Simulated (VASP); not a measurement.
# SrCl2 (Fm-3m) in VASP: a series of runs

The runs below take SrCl2 through single point, with PBE.

Everything below comes from runs of VASP 6.6.1. Logs are shortened: lines on timing, memory, paths and dates and some standing lists are left out, and cuts for length are marked.

### 1 Starting point

It takes space group Fm-3m (No. 225, cubic). Conventional cell: a = 6.977 Å, b = 6.977 Å, c = 6.977 Å, α = 90.00°, β = 90.00°, γ = 90.00°. Around Sr (site symmetry m-3m) lie 8 Cl at 3.02 Å. Cl (site symmetry -43m) is surrounded by 4 Sr at 3.02 Å.

### 2 Single point, PBE

Contents of INCAR:

```
SYSTEM = SrCl2
ADDGRID = .False. ; ALGO = Normal
EDIFF = 1E-6 ; ENCUT = 350
GGA = PE ; ISIF = 2
ISMEAR = 0 ; LASPH = .True.
LCHARG = .False. ; LREAL = .False.
LWAVE = .False. ; NBANDS = 19
NELM = 100 ; PREC = Accurate
SIGMA = 0.05
```

Contents of KPOINTS:

```
k-points
0
Gamma
  7 7 7
  0 0 0
```

Contents of POSCAR:

```
SrCl2
1.0
    0.0000000000      3.4883500000      3.4883500000
    3.4883500000      0.0000000000      3.4883500000
    3.4883500000      3.4883500000      0.0000000000
Sr Cl
1 2
Direct
    0.0068970000     -0.0112840000      0.0399150000
    0.7604860000      0.7424010000      0.7508940000
    0.2477780000      0.2469560000      0.2707310000
```

Potentials or basis: VASP PAW PBE potentials, release 64 (Sr_sv, Cl).

Launch:

```
$ cat potpaw_PBE.64/Sr_sv/POTCAR potpaw_PBE.64/Cl/POTCAR > POTCAR
$ mpirun -np 1 vasp_std > vasp.out
```

OUTCAR:

```text
SYSTEM = SrCl2
   EDIFF = 1E-6
   ENCUT = 350
   GGA = PE
   ISIF = 2
   ISMEAR = 0
   LASPH = .True.
   LREAL = .False.
   NELM = 100
   PREC = Accurate

 Found    172 irreducible k-points:

 Following reciprocal coordinates:
            Coordinates               Weight
  0.000000  0.000000  0.000000      1.000000
  0.142857  0.000000  0.000000      2.000000
  0.000000  0.142857  0.000000      2.000000
  0.000000  0.000000  0.142857      2.000000
  0.142857  0.142857  0.142857      2.000000
  0.285714  0.000000  0.000000      2.000000
   k-points           NKPTS =    172   k-points in BZ     NKDIM =    172   number of bands    NBANDS=     19
   number of dos      NEDOS =    301   number of ions     NIONS =      3
   total plane-waves  NPLWV =  27000
   dimension x,y,z NGX =    30 NGY =   30 NGZ =   30
   dimension x,y,z NGXF=    60 NGYF=   60 NGZF=   60
   ions per type =               1   2
   NGX,Y,Z   is equivalent  to a cutoff of  10.11, 10.11, 10.11 a.u.
   NGXF,Y,Z  is equivalent  to a cutoff of  20.22, 20.22, 20.22 a.u.
 SYSTEM =  SrCl2
   PREC   = accura    normal or accurate (medium, high low for compatibility)
   ISTART =      0    job   : 0-new  1-cont  2-samecut
   ICHARG =      2    charge: 1-file 2-atom 10-const
   ISPIN  =      1    spin polarized calculation?
   LNONCOLLINEAR =      F non collinear calculations
   LSORBIT =      F    spin-orbit coupling
   LASPH  =      T    aspherical Exc in radial PAW
   ENCUT  =  350.0 eV  25.72 Ry    5.07 a.u.   7.53  7.53  7.53*2*pi/ulx,y,z
   NELM   =    100;   NELMIN=  2; NELMDL= -5     # of ELM steps
   EDIFF  = 0.1E-05   stopping-criterion for ELM
   LREAL  =      F    real-space projection
   EDIFFG = 0.1E-04   stopping-criterion for IOM
   NSW    =      0    number of steps for IOM
   IBRION =     -1    ionic relax: 0-MD 1-quasi-New 2-CG
   NFREE  =      0    steps in history (QN), initial steepest desc. (CG)
   ISIF   =      2    stress and relaxation
   ISYM   =      2    0-nonsym 1-usesym 2-fastsym
   POTIM  = 0.5000    time-step for ionic-motion
   TEBEG  =    0.0;   TEEND  =   0.0 temperature during run
   PSTRESS=    0.0 pullay stress
   NELECT =      24.0000    total number of electrons
   NUPDOWN=      -1.0000    fix difference up-down
   EMIN   =  10.00;   EMAX   =-10.00  energy-range for DOS
   EFERMI =   0.00;   METHOD = LEGACY
   ISMEAR =     0;   SIGMA  =   0.05  broadening in eV -4-tet -1-fermi 0-gaus
   EFERMI_NEDOS =   21; number of points for ismear=-14 and -15
   IALGO  =     38    algorithm
   IMIX   =      4    mixing-type and parameters
     AMIX     =   0.40;   BMIX     =  1.00
     AMIX_MAG =   1.60;   BMIX_MAG =  1.00
  volume/ion in A,a.u.               =      28.30       190.97
  Fermi-wavevector in a.u.,A,eV,Ry     =   1.074439  2.030396 15.706833  1.154420
  Thomas-Fermi vector in A             =   2.210267
   LORBIT       =      0    0 simple, 1 ext, 2 COOP (PROOUT), +10 PAW based schemes
   GGA     = PE    functional components
   LHFCALC =     F    Hartree Fock is set to
   AEXX    =    0.0000 exact exchange contribution
   IVDW    =     0    specifies the selected vdW correction
   LEPSILON=     F    determine dielectric tensor
   LRPA    =     F    only Hartree local field effects (RPA)
 non-spin polarized calculation
 Gauss-broadening in eV      SIGMA  =   0.05
  energy-cutoff  :      350.00
  volume of cell :       84.90
 maximum number of plane-waves:      1279
 NGX is ok and might be reduce to    30
   NGX = 15   NGY = 15   NGZ = 15

 number of electron      24.0000000 magnetization

 Free energy of the ion-electron system (eV)
  ---------------------------------------------------
  ext. energy  EPLUGINS =         0.00000000
  ---------------------------------------------------
  free energy    TOTEN  =       -12.74199530 eV

  energy without entropy =      -12.74199530  energy(sigma->0) =      -12.74199530

 E-fermi :   0.3649     XC(G=0):  -8.2796

 val. band max:        0.1354065932   @ k =   0.0000  -0.4286   0.4286
 cond. band min:       5.4780689420   @ k =   0.0000   0.0000   0.0000
 fundamental gap:      5.3426623488
 Fermi energy:         0.3649213888

 k-point     1 :       0.0000    0.0000    0.0000
  band No.  band energies     occupation
      1     -32.7195      2.00000
      2     -14.7278      2.00000
      3     -14.7151      2.00000
      4     -14.7122      2.00000
      5     -13.1498      2.00000
      6     -12.3105      2.00000
      7      -1.9979      2.00000
      8      -1.9753      2.00000
      9      -1.9406      2.00000
     10      -0.2043      2.00000
     11      -0.1910      2.00000
     12      -0.1830      2.00000
     13       5.4781      0.00000
     14       6.2588      0.00000
     15       6.3034      0.00000
     16       8.9641      0.00000
     17       8.9820      0.00000
     18       9.1911      0.00000
     19       9.4498      0.00000

 k-point     2 :       0.1429    0.0000    0.0000
  band No.  band energies     occupation
      1     -32.7189      2.00000
      2     -14.7855      2.00000
      3     -14.7242      2.00000
      4     -14.7157      2.00000
      5     -13.0418      2.00000
      6     -12.3493      2.00000
      7      -1.9379      2.00000
      8      -1.9048      2.00000
      9      -1.7974      2.00000
     10      -0.4281      2.00000
     11      -0.3019      2.00000
     12      -0.2894      2.00000
     13       5.9319      0.00000
     14       6.4134      0.00000
     15       6.4514      0.00000
     16       8.2506      0.00000
     17       8.8934      0.00000
     18       9.0019      0.00000
     19       9.7810      0.00000

 k-point     3 :       0.0000    0.1429    0.0000
  band No.  band energies     occupation
      1     -32.7189      2.00000
      2     -14.7899      2.00000
      3     -14.7239      2.00000
      4     -14.7171      2.00000
      5     -13.0319      2.00000
      6     -12.3526      2.00000
      7      -1.9337      2.00000
      8      -1.8783      2.00000
      9      -1.8128      2.00000
     10      -0.4338      2.00000
     11      -0.3081      2.00000
     12      -0.2939      2.00000
     13       5.9215      0.00000
     14       6.4116      0.00000
     15       6.4611      0.00000
     16       8.2754      0.00000
     17       8.8420      0.00000
     18       8.9433      0.00000
     19       9.7946      0.00000

 k-point     4 :       0.0000    0.0000    0.1429
  band No.  band energies     occupation
      1     -32.7189      2.00000
      2     -14.8019      2.00000
      3     -14.7186      2.00000
      4     -14.7150      2.00000
      5     -13.0233      2.00000
      6     -12.3555      2.00000
      7      -1.8984      2.00000
      8      -1.8827      2.00000
      9      -1.8287      2.00000
     10      -0.4357      2.00000
     11      -0.3142      2.00000
     12      -0.3030      2.00000
     13       5.9110      0.00000
     14       6.4197      0.00000
     15       6.4608      0.00000
     16       8.2854      0.00000
     17       8.8198      0.00000
     18       8.8856      0.00000
     19       9.8813      0.00000

 k-point     5 :       0.1429    0.1429    0.1429
  band No.  band energies     occupation
      1     -32.7189      2.00000
      2     -14.7892      2.00000
      3     -14.7214      2.00000
      4     -14.7150      2.00000
      5     -13.0412      2.00000
      6     -12.3496      2.00000
      7      -1.9307      2.00000
      8      -1.9004      2.00000
      9      -1.8075      2.00000
     10      -0.4226      2.00000
     11      -0.3044      2.00000
     12      -0.2938      2.00000
     13       5.9312      0.00000
     14       6.3995      0.00000
     15       6.4620      0.00000
     16       8.2306      0.00000
     17       8.9314      0.00000
     18       8.9933      0.00000
     19       9.8364      0.00000

 k-point     6 :       0.2857    0.0000    0.0000
  band No.  band energies     occupation
      1     -32.7176      2.00000
      2     -14.9025      2.00000
      3     -14.7341      2.00000
      4     -14.7213      2.00000
      5     -12.8496      2.00000
      6     -12.4048      2.00000
      7      -1.7502      2.00000
      8      -1.7244      2.00000
      9      -1.5073      2.00000
     10      -0.8639      2.00000
     11      -0.5721      2.00000
     12      -0.5310      2.00000
     13       6.6698      0.00000
     14       6.7507      0.00000
     15       6.8422      0.00000
     16       7.9000      0.00000
     17       8.7740      0.00000
     18       8.8868      0.00000
     19       9.5561      0.00000

 [... further k-points ...]

------------------------ aborting loop because EDIFF is reached ----------------------------------------

  FORCE on cell =-STRESS in cart. coord.  units (eV):
  Direction    XX          YY          ZZ          XY          YZ          ZX
  --------------------------------------------------------------------------------------
  -------------------------------------------------------------------------------------
  Total        0.7629111      0.7099678      0.7567647      0.1934492     -0.2445790     -0.0912635
  in kB       14.3977406     13.3985886     14.2817461      3.6507950     -4.6157219     -1.7223348
  external PRESSURE =      14.0260251 kB  Pullay stress =       0.0000000 kB

 VOLUME and BASIS-vectors are now :
 -----------------------------------------------------------------------------
  energy-cutoff  :      350.00
  volume of cell :       84.90
      direct lattice vectors                 reciprocal lattice vectors
     0.000000000  3.488350000  3.488350000    -0.143334241  0.143334241  0.143334241
     3.488350000  0.000000000  3.488350000     0.143334241 -0.143334241  0.143334241
     3.488350000  3.488350000  0.000000000     0.143334241  0.143334241 -0.143334241

 POSITION                                       TOTAL-FORCE (eV/Angst)
 -----------------------------------------------------------------------------------
      3.58822      0.16330      3.47305        -0.250444     -0.331614      0.095359
      5.20914      5.27222      5.24260         0.317302      0.231887     -0.160784
      1.80587      1.80874      1.72581        -0.066857      0.099727      0.065425
 -----------------------------------------------------------------------------------
    total drift:                                0.000098      0.000067      0.000170

  FREE ENERGIE OF THE ION-ELECTRON SYSTEM (eV)
  ---------------------------------------------------
  free  energy   TOTEN  =       -12.7419953020 eV

  energy  without entropy=      -12.7419953020  energy(sigma->0) =      -12.74199530
```

Run time: 2.1 min. Hardware: 1 thread of Intel Xeon Platinum 8488C (Sapphire Rapids), shared host; peak memory 0.26 GiB.

The run converged, but some of its settings lie outside the range that counts as converged, so its numbers aren't taken as properties of the crystal.

What came out:

```yaml
Free_energy: -12.7420 eV
Pressure: 1.4 GPa
Largest_force: 0.426 eV/Å
Band_gap_on_the_k_mesh: 5.34 eV, indirect (least direct gap 5.66 eV)
```

Caveat: an odd mesh through Γ misses points on the zone boundary, where band edges often lie.

### 3 Single point, PBE

Changes to INCAR since step 2:

```diff
@@ -2,3 +2,3 @@
 ADDGRID = .False. ; ALGO = Normal
-EDIFF = 1E-6 ; ENCUT = 350
+EDIFF = 1E-6 ; ENCUT = 700
 GGA = PE ; ISIF = 2
```

Contents of KPOINTS:

```
k-points
0
Gamma
  5 5 5
  0 0 0
```

Contents of POSCAR:

```
SrCl2
1.0
    0.0000000000      3.4883500000      3.4883500000
    3.4883500000      0.0000000000      3.4883500000
    3.4883500000      3.4883500000      0.0000000000
Sr Cl
1 2
Direct
    0.0000000000      0.0000000000      0.0000000000
    0.7500000000      0.7500000000      0.7500000000
    0.2500000000      0.2500000000      0.2500000000
```

Potentials or basis: VASP PAW PBE potentials, release 64 (Sr_sv, Cl).

Launch:

```
$ cat potpaw_PBE.64/Sr_sv/POTCAR potpaw_PBE.64/Cl/POTCAR > POTCAR
$ mpirun -np 1 vasp_std > vasp.out
```

OUTCAR:

```text
SYSTEM = SrCl2
   EDIFF = 1E-6
   ENCUT = 700
   GGA = PE
   ISIF = 2
   ISMEAR = 0
   LASPH = .True.
   LREAL = .False.
   NELM = 100
   PREC = Accurate

 Found     10 irreducible k-points:

 Following reciprocal coordinates:
            Coordinates               Weight
  0.000000  0.000000  0.000000      1.000000
  0.200000  0.000000  0.000000      8.000000
  0.400000  0.000000  0.000000      8.000000
[... 213 lines left out ...]

  FORCE on cell =-STRESS in cart. coord.  units (eV):
  Direction    XX          YY          ZZ          XY          YZ          ZX
  --------------------------------------------------------------------------------------
  -------------------------------------------------------------------------------------
  Total        0.5875708      0.5875708      0.5875708      0.0000000      0.0000000      0.0000000
  in kB       11.0886998     11.0886998     11.0886998      0.0000000      0.0000000      0.0000000
  external PRESSURE =      11.0886998 kB  Pullay stress =       0.0000000 kB

 VOLUME and BASIS-vectors are now :
 -----------------------------------------------------------------------------
  energy-cutoff  :      700.00
  volume of cell :       84.90
      direct lattice vectors                 reciprocal lattice vectors
     0.000000000  3.488350000  3.488350000    -0.143334241  0.143334241  0.143334241
     3.488350000  0.000000000  3.488350000     0.143334241 -0.143334241  0.143334241
     3.488350000  3.488350000  0.000000000     0.143334241  0.143334241 -0.143334241

 POSITION                                       TOTAL-FORCE (eV/Angst)
 -----------------------------------------------------------------------------------
      0.00000      0.00000      0.00000        -0.000000     -0.000000     -0.000000
      5.23252      5.23252      5.23252        -0.000000     -0.000000     -0.000000
      1.74418      1.74418      1.74418         0.000000      0.000000      0.000000
 -----------------------------------------------------------------------------------
    total drift:                               -0.000000     -0.000000      0.000000

  FREE ENERGIE OF THE ION-ELECTRON SYSTEM (eV)
  ---------------------------------------------------
  free  energy   TOTEN  =       -12.7825999169 eV

  energy  without entropy=      -12.7825999169  energy(sigma->0) =      -12.78259992
```

stdout:

```text
POSCAR found type information on POSCAR SrCl
 POSCAR found :  2 types and       3 ions
 scaLAPACK will be used
 LDA part: xc-table for (Slater+PW92), standard interpolation
 POSCAR, INCAR and KPOINTS ok, starting setup
 FFT: planning ... GRIDC
 FFT: planning ... GRID_SOFT
 FFT: planning ... GRID
 WAVECAR not read
 entering main loop
```

Run time: 31 s. Hardware: 1 thread of Intel Xeon Platinum 8488C (Sapphire Rapids), shared host; peak memory 0.31 GiB.

These settings aren't checked as converged: the numbers below hold their error.

What came out:

```
Free energy            : -12.7826 eV
Pressure               : 1.1 GPa
Band gap on the k mesh : 5.41 eV, indirect (least direct gap 5.68 eV)
```

Caveat: an odd mesh through Γ misses points on the zone boundary, where band edges often lie.

### 4 The reference run

An earlier run on the cell as given: functional PBE; potentials or basis VASP PAW PBE potentials, release 64 (Sr_sv, Cl); cutoff 520 eV; k mesh 7 × 7 × 7; occupations fermi-dirac, width 0.05 eV; no spin polarisation.

- Pressure: 1.1 GPa
- Band gap on the k mesh: 5.37 eV, indirect (least direct gap 5.68 eV)
